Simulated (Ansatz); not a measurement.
**HfB2 (P6/mmm): seeking the equilibrium cell, part 1 of 2**

Aim: the volume at which the pressure of HfB2 (P6/mmm) vanishes.

Method: DFT r²SCAN, scalar-relativistic, plane waves, PAW, unless a step's input says otherwise, in Ansatz 0.2.0.

## (1) Starting point

It takes space group P6/mmm (No. 191, hexagonal). Conventional cell: a = 3.140 Å, b = 3.140 Å, c = 3.480 Å, α = 90.00°, β = 90.00°, γ = 120.00°. Hf (site symmetry 6/mmm) is surrounded by 12 B at 2.51 Å. B (site symmetry -6m2) is surrounded by 3 B at 1.81 Å and 6 Hf at 2.51 Å.

As a file:

```xyz
3
Lattice="3.1400 0.0000 0.0000 -1.5700 2.7193 0.0000 0.0000 0.0000 3.4800" Properties=species:S:1:pos:R:3 pbc="T T T"
Hf    0.0000    0.0000    0.0000
B     0.0000    1.8129    1.7400
B     1.5700    0.9064    1.7400
```

## (2) First run, at the start cell

The input, input.yaml:

```yaml
crystal:
  lattice:
    - [3.14, 0.0, 0.0]
    - [-1.57, 2.7193197679, 0.0]
    - [0.0, 0.0, 3.48]
  atoms:
    - { symbol: Hf, position: [0.0, 0.0, 0.0] }
    - { symbol: B, position: [0.3333333333, 0.6666666667, 0.5] }
    - { symbol: B, position: [0.6666666667, 0.3333333333, 0.5] }
basis:
  ecutwfc: 420
  ecutrho_ratio: 4
kpoints:
  mp_grid: { grid: [8, 8, 6] }
hamiltonian:
  xc: pbe
scf:
  occupations: { method: gaussian, width: 0.05 }
output:
  forces: true
  stress: true
  eigenvalues: true
relax:
  f_tol: 0.03
  max_steps: 60
  cell: { stress_tol: 0.3 }
```

Command:

```sh
> ansatz run input.yaml --threads 1 --pin off --max-ram 2560MiB --backend cpu --events-out ev --progress --plain --runs-dir out
```

Output (excerpt; [...] marks lines left out):

```text
Warning: RAYON_NUM_THREADS=1 ignored (pool sized by the plan → 1); use --threads N
[...]
Pseudopotentials: kind: paw
Pseudopotential: Hf, paw, valence charge 26, recommended cutoff 420 eV (normal), Hf.paw.azcp
Pseudopotential: B, paw, valence charge 3, recommended cutoff 420 eV (normal), B.paw.azcp
Functional definition: PBE
[...]
Crystal: 3 atoms, lattice volume = 29.715 Å³
Basis set: ecut = 420 eV, 563 PW (Γ), exchange–correlation on 48×48×48 points (8 copies of the dense FFT grid, shifted against one another)
Bands: 20, of which v1, the nominal top of the filled ones, is band 16 counted from 1 (15 counted from 0)
Symmetry: 24 space group operations
Space group: P6/mmm (ITA 191), of the structure as read, at distance tolerance 3.1e-5 Å
k-points: 40 of 384
[...]
SCF iter   1: F=—  HF=-16036.212259 eV  |F-HF|=—  |Δ(HF+E_count)|=         —  Δρ=1.75e-3  dr2=1.36e-3  ethr=1.77e-3  ⟨swp⟩=4.3  Hψ=3153  notcnv=0
[...]
the search or the solves at the SCF's close seem to have found levels that the self-consistency loop had missed (the run counts 1). By its estimate they hold under 1e-12 electrons; where the run keeps them, the occupations were computed again with them
[...]
relax step   1: F+E_penalty+E_count = -16036.21178725 eV  Δ(F+E_penalty+E_count) = +0.000e0 eV  max|allowed force component| = 1.604e-16 eV/Å  Δτ_max = 0.0000 Å  P = +1.343 GPa  Ω = 29.715 Å³  (6 SCF iters, dr2 threshold 1.00e-7 eV, accepted)
[...]
SCF converged after 4 iterations
Free energy (F): -16036.212429 eV
[...]
E sigma→0 (E₀):  -16036.212074 eV
Entropy (-TS):   -0.000711 eV (-0.237 meV/atom)
Fermi energy:    20.614095 eV
[...]
--- Forces (eV/Å), atoms counted from 1 ---
  atom   1  Hf    -0.00000000    -0.00000000     0.00000000
  atom   2  B     -0.00000000    -0.00000000     0.00000000
  atom   3  B      0.00000000     0.00000000     0.00000000
[...]
--- Stress (GPa, compression-positive) ---
       -0.089208       0.000000       0.000000
       -0.000000      -0.089208       0.000000
        0.000000       0.000000       0.111092
  P = ⅓ Tr σ = -0.0224 GPa (-0.224 kbar)
--- Band table (eV; the first three rows and the last of 40) ---
  k-point 0: bands = ["-41.4002", "-10.2665", "-9.7880", "-9.7880", "6.6807", "8.6221", "8.6454", "8.6543", "8.6543", "8.6590", "8.6590", "8.7532", "17.4067", "17.4930", "17.4930", "17.6640", "24.3782", "24.3782", "25.0130", "25.0130"]
[...]
--- Relaxed structure (3 steps of the walk, 3 accepted, 1 SCFs on fresh bases) ---
  F+E_penalty+E_count = -16036.21242926 eV   max|allowed force component| = 2.405e-16 eV/Å   (the final SCF, on the basis selected at the relaxed cell)
  cell:  # Å, volume = 29.8737 Å³
    - [3.1464939518200103, 0.0, 0.0]
    - [-1.5732469759100052, 2.7249436951302184, 0.0]
    - [0.0, 0.0, 3.4842081348112135]
  atoms:
    - { symbol: Hf, position: [-1.7423493800257778e-35, 1.9673322219194685e-35, 0.0] }
    - { symbol: B, position: [0.3333333333333333, 0.6666666666666666, 0.49999999999999994] }
    - { symbol: B, position: [0.6666666666666666, 0.3333333333333333, 0.49999999999999994] }
```

It took 7 s on 1 thread of Intel Xeon at 2.60GHz (Ice Lake), shared host; peak memory 0.38 GiB.

Relaxation path:

| step | energy from step 1 (meV/atom) | largest force component (eV/Å) | pressure (GPa) | volume (Å³/atom) |
| --- | --- | --- | --- | --- |
| 1 | 0.0 | 0.000 | 1.34 | 9.905 |
| 2 | -0.1 | 0.000 | -0.35 | 9.973 |
| 3 | -0.2 | 0.000 | -0.03 | 9.958 |
| 4 | -0.2 | 0.000 | -0.02 | 9.958 |

Step 1 is the start. Step 4 repeats the geometry before it on a plane-wave basis chosen anew for the final cell, which shifts the energy by -0.1 meV/atom.

This gives: volume 9.958 Å³/atom, pressure -0.02 GPa, metallic.

## (3) Another level, run 2

The input, input.yaml:

```yaml
crystal:
  lattice:
    - [3.1464939518, 0.0, 0.0]
    - [-1.5732469759, 2.7249436951, 0.0]
    - [0.0, 0.0, 3.4842081348]
  atoms:
    - { symbol: Hf, position: [0.0, 0.0, 0.0] }
    - { symbol: B, position: [0.3333333333, 0.6666666667, 0.5] }
    - { symbol: B, position: [0.6666666667, 0.3333333333, 0.5] }
basis:
  ecutwfc: 500
  ecutrho_ratio: 4
kpoints:
  mp_grid: { grid: [14, 14, 12] }
hamiltonian:
  xc: r2scan
scf:
  occupations: { method: gaussian, width: 0.05 }
output:
  forces: true
  stress: true
  eigenvalues: true
relax:
  f_tol: 0.02
  max_steps: 40
  cell: { stress_tol: 0.2, fix: [volume] }
```

Command:

```sh
> ansatz run input.yaml --threads 1 --pin off --max-ram 2560MiB --backend cpu --events-out ev --progress --plain --runs-dir out
```

Output:

```text
Warning: RAYON_NUM_THREADS=1 ignored (pool sized by the plan → 1); use --threads N
Engine: ansatz 0.2.0, x86_64-unknown-linux-gnu
[... 1 set-up line as earlier in the session ...]
Pseudopotential: Hf, paw, valence charge 26, recommended cutoff 500 eV (meta_gga), Hf.paw.azcp
Pseudopotential: B, paw, valence charge 3, recommended cutoff 500 eV (meta_gga), B.paw.azcp
Functional definition: r2SCAN
  parameter k0 = 0.174
  parameter k1 = 0.065
  parameter a1 = 4.9479
  exchange = r2scan_x(k0 = k0, k1 = k1, a1 = a1)
  correlation = r2scan_c
Crystal: 3 atoms, lattice volume = 29.874 Å³
Basis set: ecut = 500 eV, 769 PW (Γ), exchange–correlation on 96×96×108 points (64 copies of the dense FFT grid, shifted against one another)
Bands: 20, of which v1, the nominal top of the filled ones, is band 16 counted from 1 (15 counted from 0)
[... 2 set-up lines as earlier in the session ...]
k-points: 168 of 2352
Non-local potential: Hf, projectors of the file, l = 0: 3, l = 1: 2, l = 2: 2, l = 3: 3
Non-local potential: B, projectors of the file, l = 0: 2, l = 1: 2, l = 2: 1
PAW form: soft (Blöchl's): semilocal exchange-correlation on the pseudo side does not see the compensation charge
PAW frozen core: Hf, regenerated for the run's functional (the file was generated under x = pbe(κ = 0.804, μ = 0.2195149727645171), c = pbe(β = 0.06672455060314922))
PAW frozen core: B, regenerated for the run's functional (the file was generated under x = pbe(κ = 0.804, μ = 0.2195149727645171), c = pbe(β = 0.06672455060314922))
PAW one-centre angular grid: Hf, 974 points (default); XC on 160 Gauss nodes
PAW one-centre angular grid: B, 302 points (default); XC on 160 Gauss nodes
Initial density: superposition of atomic densities (neutral atoms: chi_scale 0, normalization atom), corrected by the library's trained network
Initial wavefunctions: pseudopotential atomic-orbital guess
Functional: x = r2scan, c = r2scan; τ floored in thin density (d = 2e-4 eV/Å³)
SCF iter   1: F=—  HF=-16049.325006 eV  |F-HF|=—  |Δ(HF+E_count)|=         —  Δρ=8.38e-3  dr2=2.45e-2  dr2_τ=2.54e-1  ethr=1.77e-3  ⟨swp⟩=5.2  Hψ=13556  notcnv=0
preconditioner: auto → none  [metal: Δε(μ)=0.034 eV  Ē_g=18.357 eV  σ=0.050 eV  W_gap=0.37  n_scr=8 (ndim 8)  ℏωp=37.2 eV  f_vac=0.000  D(μ)=0.35/eV (n_scr^D=0)  sad-step TF]
SCF iter   2: F=—  HF=-16049.378917 eV  |F-HF|=—  |Δ(HF+E_count)|=   5.39e-2  Δρ=3.96e-3  dr2=3.20e-3  dr2_τ=9.13e-4  ethr=7.66e-5  ⟨swp⟩=2.0  Hψ=8058  notcnv=0  defer=6
SCF iter   3: F=—  HF=-16049.377793 eV  |F-HF|=—  |Δ(HF+E_count)|=   1.12e-3  Δρ=2.39e-3  dr2=9.22e-4  dr2_τ=7.50e-5  ethr=1.00e-5  ⟨swp⟩=2.0  Hψ=5368  notcnv=0  defer=6
SCF iter   4: F=—  HF=-16049.378103 eV  |F-HF|=—  |Δ(HF+E_count)|=   3.10e-4  Δρ=1.24e-3  dr2=2.08e-4  dr2_τ=2.19e-5  ethr=2.88e-6  ⟨swp⟩=2.4  Hψ=4724  notcnv=0  defer=6
SCF iter   5: F=—  HF=-16049.378257 eV  |F-HF|=—  |Δ(HF+E_count)|=   1.53e-4  Δρ=8.78e-5  dr2=1.00e-6  dr2_τ=8.89e-8  ethr=6.51e-7  ⟨swp⟩=2.0  Hψ=5789  notcnv=0  defer=6
SCF iter   6: F=—  HF=-16049.378260 eV  |F-HF|=—  |Δ(HF+E_count)|=   3.54e-6  Δρ=2.09e-5  dr2=7.50e-8  dr2_τ=6.48e-9  ethr=3.13e-10  ⟨swp⟩=6.2  Hψ=16223  notcnv=0
SCF iter   7: F=-16049.378260 eV  HF=-16049.378260 eV  |F-HF|=2.92e-9  |Δ(HF+E_count)|=   1.91e-7  Δρ=3.01e-6  dr2=1.74e-9  dr2_τ=1.16e-10  ethr=2.34e-10  ⟨swp⟩=2.3  Hψ=12657  notcnv=0
SCF 1 converged in 7 iterations: F = -16049.378260 eV  dr2 = 1.74e-9
relax step   1: F+E_penalty+E_count = -16049.37826045 eV  Δ(F+E_penalty+E_count) = +0.000e0 eV  max|allowed force component| = 1.850e-16 eV/Å  Δτ_max = 0.0000 Å  P = -2.010 GPa  Ω = 29.874 Å³  fix = [volume]  reactions: volume -2.010 GPa  (7 SCF iters, dr2 threshold 1.00e-7 eV, accepted)
[... 9 lines left out ...]
relax step   2: F+E_penalty+E_count = -16049.37840998 eV  Δ(F+E_penalty+E_count) = -1.495e-4 eV  max|allowed force component| = 1.665e-16 eV/Å  Δτ_max = 0.0000 Å  P = -1.915 GPa  Ω = 29.874 Å³  energy of the carried Pulay correction = -4.532e-6 eV  fix = [volume]  reactions: volume -1.915 GPa  (4 SCF iters, dr2 threshold 3.00e-7 eV, accepted)
[... 6 lines left out ...]
relax step   3: F+E_penalty+E_count = -16049.37844987 eV  Δ(F+E_penalty+E_count) = -3.989e-5 eV  max|allowed force component| = 1.665e-16 eV/Å  Δτ_max = 0.0000 Å  P = -1.945 GPa  Ω = 29.874 Å³  energy of the carried Pulay correction = -3.126e-6 eV  fix = [volume]  reactions: volume -1.945 GPa  (3 SCF iters, dr2 threshold 2.60e-7 eV, accepted)
[... 8 lines left out ...]
relax step   4: F+E_penalty+E_count = -16049.37845203 eV  Δ(F+E_penalty+E_count) = -2.163e-6 eV  max|allowed force component| = 1.789e-16 eV/Å  Δτ_max = 0.0000 Å  P = -1.945 GPa  Ω = 29.874 Å³  fix = [volume]  reactions: volume -1.945 GPa  stress off target by 1.68e-3 GPa on what of the cell is left free  SCF on the basis re-selected at this cell (its energy is not comparable with the rows above)  (4 SCF iters)
basis re-selected at this cell: Δ(F+E_penalty+E_count) = -2.163e-6 eV, ΔP = -0.001 GPa vs the last step (what re-selecting the basis moved, of the pressure what is left beyond the Pulay correction that the steps carried, after the strain that the cell walked since its last selection, with what the two solves' SCF thresholds leave and, on support functions, any second-order correction that the steps lacked; it is no measure of the basis error at this ecutwfc). This SCF's stress stands 1.68e-3 GPa from its target on what of the cell is left free (relax.cell.stress_tol is 2.00e-1 GPa) and its largest allowed force component is 1.79e-16 eV/Å (relax.f_tol is 2.00e-2 eV/Å): within both
SCF converged after 4 iterations
Free energy (F): -16049.378452 eV
Harris-Foulkes:  -16049.378452 eV  (|F-HF|=6.37e-11)
Internal energy: -16049.378120 eV  (E = F + TS)
E sigma→0 (E₀):  -16049.378286 eV
Entropy (-TS):   -0.000332 eV (-0.111 meV/atom)
Fermi energy:    20.482901 eV
--- Per-component energies (eV) ---
  E_band       = 106.908617
  E_kinetic    = 525.357993
  E_local      = -5293.821104  (includes V_loc(G=0)·N_el)
  E_nonlocal   = -1226.671162
  E_hartree    = 2524.293903
  E_xc         = -348.544239
  E_vxc        = -379.219950  (∫ρ·V_xc dr)
  E_paw        = -7112.869949  (= ΣΔE_a)
  E_vpaw       = 1414.323384  (= ΣTr[D̂ρ^β])
  E_aug_tail   = -0.000004  (compensation charges beyond the density's cutoff)
  E_vtau       = 18.351710  (kinetic-family band-sum trace: ∫τ·v_τ [+ j·A + Jᵃ·Aᵃ] dr)
  E_ewald      = -5117.408196
  E_core_change = 0.284638  (= ΣΔE_core)
  E_smearing   = -0.000332  (= −TS)
  E_closure    = -0.000000  (closes the sum)
  Σ components = -16049.378452   (vs F -16049.378452, Δ=0.00e0)
--- Forces (eV/Å), atoms counted from 1 ---
  atom   1  Hf     0.00000000    -0.00000000     0.00000000
  atom   2  B      0.00000000    -0.00000000    -0.00000000
  atom   3  B     -0.00000000     0.00000000     0.00000000
  max |Σ_I F_I| component: 1.85e-17 eV/Å
--- Stress (GPa, compression-positive) ---
       -1.946085      -0.000000      -0.000000
        0.000000      -1.946085      -0.000000
       -0.000000      -0.000000      -1.943560
  P = ⅓ Tr σ = -1.9452 GPa (-19.452 kbar)
--- Band table (eV; the first three rows and the last of 168) ---
  k-point 0: bands = ["-43.2180", "-11.4308", "-10.9322", "-10.9322", "5.8082", "8.3349", "8.3618", "8.3727", "8.3727", "8.3780", "8.3780", "8.4766", "17.3345", "17.4105", "17.4105", "17.4155", "24.6405", "24.6405", "25.3155", "25.3155"]
  k-point 1: bands = ["-43.2176", "-11.4500", "-10.9309", "-10.9309", "5.9196", "8.3340", "8.3618", "8.3742", "8.3742", "8.3765", "8.3765", "8.4766", "16.2298", "17.4849", "17.4849", "18.4835", "23.7782", "23.7782", "25.0651", "25.0651"]
  k-point 2: bands = ["-43.2162", "-11.5019", "-10.9271", "-10.9271", "6.2419", "8.3319", "8.3618", "8.3723", "8.3723", "8.3782", "8.3782", "8.4767", "15.0628", "17.7046", "17.7046", "19.5637", "22.7488", "22.7488", "24.4080", "24.4080"]
  k-point 167: bands = ["-43.1535", "-11.5009", "-11.4896", "-11.3741", "8.3400", "8.3533", "8.3665", "8.3673", "8.3717", "8.3954", "8.4492", "10.3826", "11.1003", "14.5830", "16.8791", "17.0548", "25.1803", "26.2784", "27.2854", "27.7161"]
--- Relaxed structure (3 steps of the walk, 3 accepted, 1 SCFs on fresh bases) ---
  F+E_penalty+E_count = -16049.37845203 eV   max|allowed force component| = 1.789e-16 eV/Å   (the final SCF, on the basis selected at the relaxed cell)
  cell:  # Å, volume = 29.8737 Å³
    - [3.143479119720747, 0.0, 0.0]
    - [-1.5717395598603734, 2.7223327739441117, 0.0]
    - [0.0, 0.0, 3.490894573129038]
  atoms:
    - { symbol: Hf, position: [-7.436457064173842e-35, -3.141235049037109e-35, 0.0] }
    - { symbol: B, position: [0.33333333333333337, 0.6666666666666667, 0.5000000000000001] }
    - { symbol: B, position: [0.6666666666666667, 0.33333333333333337, 0.5000000000000001] }
```

Wall time 39 s (1 thread of Intel Xeon at 2.60GHz (Ice Lake), shared host); peak memory 0.54 GiB.

The steps of the relaxation:

| step | energy from step 1 (meV/atom) | largest force component (eV/Å) | pressure (GPa) | volume (Å³/atom) |
| --- | --- | --- | --- | --- |
| 1 | 0.0 | 0.000 | -2.01 | 9.958 |
| 2 | 0.0 | 0.000 | -1.92 | 9.958 |
| 3 | -0.1 | 0.000 | -1.94 | 9.958 |
| 4 | -0.1 | 0.000 | -1.95 | 9.958 |

Step 1 is the start. Step 4 repeats the geometry before it on a plane-wave basis chosen anew for the final cell, which leaves the energy as it was. The run keeps the 24 symmetry operations that it found, so it can't reach a distortion that breaks them.

Result: volume 9.958 Å³/atom, pressure -1.95 GPa, a metal on this mesh.

(Continued in part 2 of 2.)
